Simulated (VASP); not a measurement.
# Te (C2/m) in VASP: notebook

The runs below take Te through single point, with PBE.

All numbers are computed with VASP 6.6.1; they aren't measurements. Logs are shortened: lines on timing, memory, paths and dates and some standing lists are left out, and cuts for length are marked.

## 1. The structure

It takes space group C2/m (No. 12, monoclinic). The conventional cell has a = 7.641 Å, b = 4.296 Å, c = 5.977 Å, α = 90.00°, β = 90.90°, γ = 90.00°. Te (site symmetry 2/m) is surrounded by 6 Te at 3.09 to 3.31 Å. Te (site symmetry m) is surrounded by 6 Te at 3.03 to 3.47 Å.

This isn't the form of Te at room conditions, which is trigonal, of chains.

## 2. Single point, PBE

INCAR

```
ADDGRID = F
ALGO = Normal
EDIFF = 0.001
ENCUT = 460
GGA = PE
ISIF = 2
ISMEAR = 0
LASPH = T
LCHARG = F
LREAL = F
LWAVE = F
NBANDS = 16
NELM = 100
PREC = Accurate
SIGMA = 0.05
```

KPOINTS

```
k-points
0
Gamma
  3 3 2
```

POSCAR

```
Te
1.0
    3.8202894285     -2.1482026000      0.0000000000
    3.8202894285      2.1482026000      0.0000000000
   -0.0942908673      0.0000000000      5.9760906531
Te
3
Direct
    0.0053760000      0.0030970000      0.0153300000
    0.3128830000      0.3144850000      0.3485460000
    0.7243610000      0.6723340000      0.6509690000
```

Potentials or basis: VASP PAW PBE potentials, release 64 (Te).

Started as:

```console
$ cat potpaw_PBE.64/Te/POTCAR > POTCAR
$ mpirun -np 1 vasp_std > vasp.out
```

OUTCAR:

```text
EDIFF = 0.001
   ENCUT = 460
   GGA = PE
   ISIF = 2
   ISMEAR = 0
   LASPH = T
   LREAL = F
   NELM = 100
   PREC = Accurate

 Found     10 irreducible k-points:

 Following reciprocal coordinates:
            Coordinates               Weight
  0.000000  0.000000  0.000000      1.000000
  0.333333 -0.000000 -0.000000      2.000000
  0.000000 -0.333333  0.000000      2.000000
  0.333333  0.333333  0.000000      2.000000
 -0.333333  0.333333  0.000000      2.000000
  0.000000  0.000000  0.500000      1.000000
   k-points           NKPTS =     10   k-points in BZ     NKDIM =     10   number of bands    NBANDS=     16
   number of dos      NEDOS =    301   number of ions     NIONS =      3
   total plane-waves  NPLWV =  43008
   dimension x,y,z NGX =    32 NGY =   32 NGZ =   42
   dimension x,y,z NGXF=    64 NGYF=   64 NGZF=   84
   ions per type =               3
   NGX,Y,Z   is equivalent  to a cutoff of  12.14, 12.14, 11.68 a.u.
   NGXF,Y,Z  is equivalent  to a cutoff of  24.28, 24.28, 23.36 a.u.
 SYSTEM =  unknown system
   PREC   = accura    normal or accurate (medium, high low for compatibility)
   ISTART =      0    job   : 0-new  1-cont  2-samecut
   ICHARG =      2    charge: 1-file 2-atom 10-const
   ISPIN  =      1    spin polarized calculation?
   LNONCOLLINEAR =      F non collinear calculations
   LSORBIT =      F    spin-orbit coupling
   LASPH  =      T    aspherical Exc in radial PAW
   ENCUT  =  460.0 eV  33.81 Ry    5.81 a.u.   7.66  7.66 10.45*2*pi/ulx,y,z
   NELM   =    100;   NELMIN=  2; NELMDL= -5     # of ELM steps
   EDIFF  = 0.1E-02   stopping-criterion for ELM
   LREAL  =      F    real-space projection
   EDIFFG = 0.1E-01   stopping-criterion for IOM
   NSW    =      0    number of steps for IOM
   IBRION =     -1    ionic relax: 0-MD 1-quasi-New 2-CG
   NFREE  =      0    steps in history (QN), initial steepest desc. (CG)
   ISIF   =      2    stress and relaxation
   ISYM   =      2    0-nonsym 1-usesym 2-fastsym
   POTIM  = 0.5000    time-step for ionic-motion
   TEBEG  =    0.0;   TEEND  =   0.0 temperature during run
   PSTRESS=    0.0 pullay stress
   NELECT =      18.0000    total number of electrons
   NUPDOWN=      -1.0000    fix difference up-down
   EMIN   =  10.00;   EMAX   =-10.00  energy-range for DOS
   EFERMI =   0.00;   METHOD = LEGACY
   ISMEAR =     0;   SIGMA  =   0.05  broadening in eV -4-tet -1-fermi 0-gaus
   EFERMI_NEDOS =   21; number of points for ismear=-14 and -15
   IALGO  =     38    algorithm
   IMIX   =      4    mixing-type and parameters
     AMIX     =   0.40;   BMIX     =  1.00
     AMIX_MAG =   1.60;   BMIX_MAG =  1.00
  volume/ion in A,a.u.               =      32.70       220.64
  Fermi-wavevector in a.u.,A,eV,Ry     =   0.930307  1.758025 11.775440  0.865470
  Thomas-Fermi vector in A             =   2.056681
   LORBIT       =      0    0 simple, 1 ext, 2 COOP (PROOUT), +10 PAW based schemes
   GGA     = PE    functional components
   LHFCALC =     F    Hartree Fock is set to
   AEXX    =    0.0000 exact exchange contribution
   IVDW    =     0    specifies the selected vdW correction
   LEPSILON=     F    determine dielectric tensor
   LRPA    =     F    only Hartree local field effects (RPA)
 non-spin polarized calculation
 Gauss-broadening in eV      SIGMA  =   0.05
  energy-cutoff  :      460.00
  volume of cell :       98.09
 maximum number of plane-waves:      2206
 NGX is ok and might be reduce to    30
   NGX = 15   NGY = 15   NGZ = 21

 number of electron      17.9999999 magnetization

 Free energy of the ion-electron system (eV)
  ---------------------------------------------------
  ext. energy  EPLUGINS =         0.00000000
  ---------------------------------------------------
  free energy    TOTEN  =        -8.98692529 eV

  energy without entropy =       -8.98320180  energy(sigma->0) =       -8.98506355

 E-fermi :   6.5743     XC(G=0):  -9.2673

 val. band max:        6.1780840791   @ k =  -0.3333   0.3333   0.5000
 cond. band min:       6.5780450289   @ k =  -0.3333   0.3333   0.5000
 fundamental gap:      0.3999609497
 Fermi energy:         6.5743107898

 k-point     1 :       0.0000    0.0000    0.0000
  band No.  band energies     occupation
      1      -7.3418      2.00000
      2      -4.1361      2.00000
      3      -3.7031      2.00000
      4       3.3639      2.00000
      5       3.7008      2.00000
      6       4.3059      2.00000
      7       4.3699      2.00000
      8       4.8387      2.00000
      9       5.2729      2.00000
     10       7.3110      0.00000
     11       7.5031      0.00000
     12       7.9742      0.00000
     13      11.0762      0.00000
     14      11.8143      0.00000
     15      12.5028      0.00000
     16      12.6766      0.00000

 k-point     2 :       0.3333   -0.0000   -0.0000
  band No.  band energies     occupation
      1      -6.4436      2.00000
      2      -4.3833      2.00000
      3      -3.8190      2.00000
      4       1.3169      2.00000
      5       2.1777      2.00000
      6       2.6370      2.00000
      7       4.0369      2.00000
      8       5.7797      2.00000
      9       5.9436      2.00000
     10       6.7580      0.00000
     11       7.0212      0.00000
     12       9.1844      0.00000
     13       9.2813      0.00000
     14      12.3989      0.00000
     15      13.3293      0.00000
     16      14.7237      0.00000

 k-point     3 :       0.0000   -0.3333    0.0000
  band No.  band energies     occupation
      1      -6.4516      2.00000
      2      -4.4701      2.00000
      3      -3.6980      2.00000
      4       1.4426      2.00000
      5       2.0244      2.00000
      6       2.6710      2.00000
      7       3.9873      2.00000
      8       5.6105      2.00000
      9       5.7746      2.00000
     10       6.8731      0.00000
     11       7.2880      0.00000
     12       9.0279      0.00000
     13       9.4479      0.00000
     14      12.5545      0.00000
     15      13.3864      0.00000
     16      14.4103      0.00000

 k-point     4 :       0.3333    0.3333    0.0000
  band No.  band energies     occupation
      1      -6.6024      2.00000
      2      -4.3488      2.00000
      3      -3.6674      2.00000
      4       1.4709      2.00000
      5       2.1706      2.00000
      6       2.5506      2.00000
      7       3.8590      2.00000
      8       5.8866      2.00000
      9       6.0187      2.00000
     10       6.8024      0.00000
     11       7.0809      0.00000
     12       9.0517      0.00000
     13       9.5522      0.00000
     14      12.6466      0.00000
     15      13.6134      0.00000
     16      14.7988      0.00000

 k-point     5 :      -0.3333    0.3333    0.0000
  band No.  band energies     occupation
      1      -5.5694      2.00000
      2      -4.7840      2.00000
      3      -4.2363      2.00000
      4       1.9370      2.00000
      5       2.1995      2.00000
      6       2.6583      2.00000
      7       3.0089      2.00000
      8       3.3563      2.00000
      9       3.6562      2.00000
     10       9.2519      0.00000
     11       9.3281      0.00000
     12       9.6353      0.00000
     13      11.6325      0.00000
     14      11.8695      0.00000
     15      12.0244      0.00000
     16      15.1320      0.00000

 k-point     6 :       0.0000    0.0000    0.5000
  band No.  band energies     occupation
      1      -6.8543      2.00000
      2      -5.8988      2.00000
      3      -1.8551      2.00000
      4       2.6613      2.00000
      5       3.4641      2.00000
      6       3.8898      2.00000
      7       5.1513      2.00000
      8       5.7387      2.00000
      9       6.0273      2.00000
     10       6.1380      2.00000
     11       6.6230      0.16823
     12       6.7479      0.00000
     13      10.3294      0.00000
     14      11.4686      0.00000
     15      11.4992      0.00000
     16      13.4809      0.00000

 [... further k-points ...]

------------------------ aborting loop because EDIFF is reached ----------------------------------------

  FORCE on cell =-STRESS in cart. coord.  units (eV):
  Direction    XX          YY          ZZ          XY          YZ          ZX
  --------------------------------------------------------------------------------------
  -------------------------------------------------------------------------------------
  Total        1.1576737      2.3547287      0.0199187      0.1761834      0.0060120     -0.8172395
  in kB       18.9094139     38.4620820      0.3253513      2.8777756      0.0982002    -13.3487696
  external PRESSURE =      19.2322824 kB  Pullay stress =       0.0000000 kB

 VOLUME and BASIS-vectors are now :
 -----------------------------------------------------------------------------
  energy-cutoff  :      460.00
  volume of cell :       98.09
      direct lattice vectors                 reciprocal lattice vectors
     3.820289429 -2.148202600  0.000000000     0.130880136 -0.232752721  0.002065029
     3.820289429  2.148202600  0.000000000     0.130880136  0.232752721  0.002065029
    -0.094290867  0.000000000  5.976090653     0.000000000  0.000000000  0.167333472

 POSITION                                       TOTAL-FORCE (eV/Angst)
 -----------------------------------------------------------------------------------
      0.03092     -0.00490      0.09161         0.095956     -0.054423      0.167568
      2.36386      0.00344      2.08294        -0.242414      0.203146     -0.162695
      5.27440     -0.11176      3.89025         0.146457     -0.148722     -0.004873
 -----------------------------------------------------------------------------------
    total drift:                                0.003430     -0.000509     -0.000031

  FREE ENERGIE OF THE ION-ELECTRON SYSTEM (eV)
  ---------------------------------------------------
  free  energy   TOTEN  =        -8.9869252906 eV

  energy  without entropy=       -8.9832018040  energy(sigma->0) =       -8.98506355
```

Wall time 7.4 s (1 thread of AMD EPYC 7R13 (Zen 3), shared host); peak memory 0.15 GiB.

These settings aren't checked as converged: the numbers below hold their error.

Results:

```yaml
Free_energy: -8.9869 eV
Pressure: 1.9 GPa
Largest_force: 0.356 eV/Å
Band_gap_on_the_k_mesh: none (metal or under the smearing width)
```

Caveat: the k mesh is coarse (spacing up to 0.56 Å⁻¹), so the values aren't converged.

## 3. Single point, PBE

INCAR, as its differences from that of step 2:

```diff
@@ -2,3 +2,3 @@
 ALGO = Normal
-EDIFF = 0.001
+EDIFF = 1E-4
 ENCUT = 460
```

KPOINTS is that of step 2.

POSCAR

```
Te
1.0
    3.8202894285     -2.1482026000      0.0000000000
    3.8202894285      2.1482026000      0.0000000000
   -0.0942908673      0.0000000000      5.9760906531
Te
3
Direct
    0.0000000000      0.0000000000      0.0000000000
    0.3094466100      0.3094466100      0.3388094900
    0.6905533900      0.6905533900      0.6611905100
```

Potentials or basis: VASP PAW PBE potentials, release 64 (Te).

Started as:

```console
$ cat potpaw_PBE.64/Te/POTCAR > POTCAR
$ mpirun -np 1 vasp_std > vasp.out
```

It took 7.4 s on 1 thread of AMD EPYC 7R13 (Zen 3), shared host; peak memory 0.15 GiB.

The run converged, but some of its settings lie outside the range that counts as converged, so its numbers aren't taken as properties of the crystal.

What came out:

| Property | Result |
| --- | --- |
| Free energy | -8.9569 eV |
| Pressure | 1.4 GPa |
| Largest force | 0.345 eV/Å |
| Band gap on the k mesh | none (metal or under the smearing width) |

Caveat: the k mesh is coarse (spacing up to 0.56 Å⁻¹), so the values aren't converged.

## 4. Single point, PBE

INCAR is that of step 3.

KPOINTS is that of step 3.

POSCAR

```
Te
1.0
    3.8202894285     -2.1482026000      0.0000000000
    3.8202894285      2.1482026000      0.0000000000
   -0.0942908673      0.0000000000      5.9760906531
Te
3
Direct
    0.0053760000      0.0030970000      0.0153300000
    0.3128830000      0.3144850000      0.3485460000
    0.7243610000      0.6723340000      0.6509690000
```

Potentials or basis: VASP PAW PBE potentials, release 64 (Te).

Started as:

```console
$ cat potpaw_PBE.64/Te/POTCAR > POTCAR
$ mpirun -np 1 vasp_std > vasp.out
```

OUTCAR:

```text
EDIFF = 1E-4
   ENCUT = 460
   GGA = PE
   ISIF = 2
   ISMEAR = 0
   LASPH = T
   LREAL = F
   NELM = 100
   PREC = Accurate

 Found     10 irreducible k-points:

 Following reciprocal coordinates:
            Coordinates               Weight
  0.000000  0.000000  0.000000      1.000000
  0.333333 -0.000000 -0.000000      2.000000
  0.000000 -0.333333  0.000000      2.000000
  0.333333  0.333333  0.000000      2.000000
 -0.333333  0.333333  0.000000      2.000000
  0.000000  0.000000  0.500000      1.000000
   k-points           NKPTS =     10   k-points in BZ     NKDIM =     10   number of bands    NBANDS=     16
   number of dos      NEDOS =    301   number of ions     NIONS =      3
   total plane-waves  NPLWV =  43008
   dimension x,y,z NGX =    32 NGY =   32 NGZ =   42
   dimension x,y,z NGXF=    64 NGYF=   64 NGZF=   84
   ions per type =               3
   NGX,Y,Z   is equivalent  to a cutoff of  12.14, 12.14, 11.68 a.u.
   NGXF,Y,Z  is equivalent  to a cutoff of  24.28, 24.28, 23.36 a.u.
 SYSTEM =  unknown system
   PREC   = accura    normal or accurate (medium, high low for compatibility)
   ISTART =      0    job   : 0-new  1-cont  2-samecut
   ICHARG =      2    charge: 1-file 2-atom 10-const
   ISPIN  =      1    spin polarized calculation?
[... 59 lines left out ...]
 fundamental gap:      0.3971661801
 Fermi energy:         6.5759151104

 k-point     1 :       0.0000    0.0000    0.0000
  band No.  band energies     occupation
      1      -7.3384      2.00000
      2      -4.1344      2.00000
      3      -3.6956      2.00000
      4       3.3689      2.00000
      5       3.7060      2.00000
      6       4.3107      2.00000
[... 91 lines left out ...]
      3      -1.8507      2.00000
      4       2.6677      2.00000
      5       3.4681      2.00000
      6       3.8927      2.00000
[... 8 lines left out ...]
     15      11.4983      0.00000
     16      13.4882      0.00000

 [... further k-points ...]

------------------------ aborting loop because EDIFF is reached ----------------------------------------

  FORCE on cell =-STRESS in cart. coord.  units (eV):
  Direction    XX          YY          ZZ          XY          YZ          ZX
  --------------------------------------------------------------------------------------
  -------------------------------------------------------------------------------------
  Total        1.0998401      2.2710856      0.0405446      0.1818935      0.0145969     -0.7912735
  in kB       17.9647610     37.0958578      0.6622546      2.9710441      0.2384258    -12.9246417
  external PRESSURE =      18.5742911 kB  Pullay stress =       0.0000000 kB

 VOLUME and BASIS-vectors are now :
 -----------------------------------------------------------------------------
  energy-cutoff  :      460.00
  volume of cell :       98.09
      direct lattice vectors                 reciprocal lattice vectors
     3.820289429 -2.148202600  0.000000000     0.130880136 -0.232752721  0.002065029
     3.820289429  2.148202600  0.000000000     0.130880136  0.232752721  0.002065029
    -0.094290867  0.000000000  5.976090653     0.000000000  0.000000000  0.167333472

 POSITION                                       TOTAL-FORCE (eV/Angst)
 -----------------------------------------------------------------------------------
      0.03092     -0.00490      0.09161         0.099570     -0.054356      0.165574
      2.36386      0.00344      2.08294        -0.254857      0.202722     -0.159474
      5.27440     -0.11176      3.89025         0.155287     -0.148366     -0.006100
 -----------------------------------------------------------------------------------
    total drift:                               -0.000083     -0.000080     -0.000193

  FREE ENERGIE OF THE ION-ELECTRON SYSTEM (eV)
  ---------------------------------------------------
  free  energy   TOTEN  =        -8.9867851400 eV

  energy  without entropy=       -8.9831325323  energy(sigma->0) =       -8.98495884
```

stdout:

```text
POSCAR found type information on POSCAR Te
 POSCAR found :  1 types and       3 ions
 scaLAPACK will be used
 LDA part: xc-table for (Slater+PW92), standard interpolation
 POSCAR, INCAR and KPOINTS ok, starting setup
 FFT: planning ... GRIDC
 FFT: planning ... GRID_SOFT
 FFT: planning ... GRID
 WAVECAR not read
 entering main loop
```

It took 9 s on 1 thread of AMD EPYC 7R13 (Zen 3), shared host; peak memory 0.15 GiB.

The run converged, but some of its settings lie outside the range that counts as converged, so its numbers aren't taken as properties of the crystal.

What came out:

* Free energy: -8.9868 eV
* Pressure: 1.9 GPa
* Largest force: 0.363 eV/Å
* Band gap on the k mesh: none (metal or under the smearing width)

Caveat: the k mesh is coarse (spacing up to 0.56 Å⁻¹), so the values aren't converged.

## 5. Single point, PBE

INCAR, as its differences from that of step 4:

```diff
@@ -2,3 +2,3 @@
 ALGO = Normal
-EDIFF = 1E-4
+EDIFF = 1E-5
 ENCUT = 460
```

KPOINTS is that of step 4.

POSCAR

```
Te
1.0
    3.8202894285     -2.1482026000      0.0000000000
    3.8202894285      2.1482026000      0.0000000000
   -0.0942908673      0.0000000000      5.9760906531
Te
3
Direct
    0.0000000000      0.0000000000      0.0000000000
    0.3094466100      0.3094466100      0.3388094900
    0.6905533900      0.6905533900      0.6611905100
```

Started as:

```console
$ cat potpaw_PBE.64/Te/POTCAR > POTCAR
$ mpirun -np 1 vasp_std > vasp.out
```

Run time: 8.9 s. Hardware: 1 thread of AMD EPYC 7R13 (Zen 3), shared host; peak memory 0.15 GiB.

These settings aren't checked as converged: the numbers below hold their error.

Results:

- Free energy: -8.9569 eV
- Pressure: 1.4 GPa
- Largest force: 0.346 eV/Å
- Band gap on the k mesh: none (metal or under the smearing width)

Caveat: the k mesh is coarse (spacing up to 0.56 Å⁻¹), so the values aren't converged.

(Continued in part 2 of 2.)
